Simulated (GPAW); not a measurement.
Write an ASE script for GPAW 26.7.0 that does the following.

| Item | Value |
| --- | --- |
| Task | single point |
| Functional | PBE |
| Potentials or basis | GPAW PAW data sets (gpaw-data 1.2.1) |
| Cutoff | 600 eV |
| Basis | pw |
| k mesh | 9 × 9 × 9 |
| Occupations | fermi-dirac, width 0.05 eV |
| Spin | collinear spin, ferromagnetic start |
| Starting moments | [1.0, 0.0, 0.0] μB |
| Maxiter | 150 |

Si2Ni:

```
Ni Si
1.0
     0.00000    2.70300    2.70300
     2.70300    0.00000    2.70300
     2.70300    2.70300    0.00000
Ni Si
1 2
Direct
  0.00000 0.00000 0.00000
  0.75000 0.75000 0.75000
  0.25000 0.25000 0.25000
```

One way to write it, as run:

run.py

```python
from ase import Atoms
from ase.dft.bandgap import bandgap
from ase.io import write
from ase.units import Bohr, GPa
from gpaw import GPAW, PW
from gpaw.elf import elf_from_dft_calculation

atoms = Atoms(['Ni', 'Si', 'Si'],
              cell=[[0.0, 2.703, 2.703],
                    [2.703, 0.0, 2.703],
                    [2.703, 2.703, 0.0]],
              scaled_positions=[[0.0, 0.0, 0.0],
                                [0.75, 0.75, 0.75],
                                [0.25, 0.25, 0.25]],
              pbc=True)
atoms.set_initial_magnetic_moments([1.0, 0.0, 0.0])

calc = GPAW(mode=PW(600),
            xc='PBE',
            kpts={'size': (9, 9, 9), 'gamma': True},
            occupations={'name': 'fermi-dirac', 'width': 0.05},
            nbands=24,
            convergence={'density': 1e-05, 'energy': 1e-05},
            maxiter=150,
            txt='gpaw.txt')
atoms.calc = calc
energy = atoms.get_potential_energy()
forces = atoms.get_forces()
stress = atoms.get_stress()
calc.write('gs.gpw')
write('result.traj', atoms)
print(f'Energy: {energy:.6f} eV')
print('Forces (eV/A):')
print(forces.round(4))
print('Stress (GPa):', (stress / GPa).round(3))
print('Moments:', calc.get_magnetic_moments().round(3))
print('Fermi level:', round(calc.get_fermi_level(), 4), 'eV')
print(f'Gap: {bandgap(calc)[0]:.4f} eV, direct: {bandgap(calc, direct=True)[0]:.4f} eV')

# fields on the real-space grid
write('density.cube', atoms, data=calc.get_pseudo_density() * Bohr**3)
write('potential.cube', atoms, data=calc.get_electrostatic_potential())
write('spin.cube', atoms, data=(calc.get_pseudo_density(spin=0) - calc.get_pseudo_density(spin=1)) * Bohr**3)
write('elf.cube', atoms, data=elf_from_dft_calculation(calc).data)
```

Potentials or basis: GPAW PAW data sets (gpaw-data 1.2.1), pw.

Run with:

```console
$ OMP_NUM_THREADS=1 python run.py
```

It gave:

```json
{
 "Pressure": "5.0 GPa",
 "Band gap on the k mesh": "none (metal or under the smearing width)",
 "Net moment": "0.00 μB per cell"
}
```

Caveat: the stock nickel data set gives pressures a few GPa off other programs.

Wall time 54 s on 1 thread of Arm Neoverse V2 (shared host), peak memory 0.2 GiB.
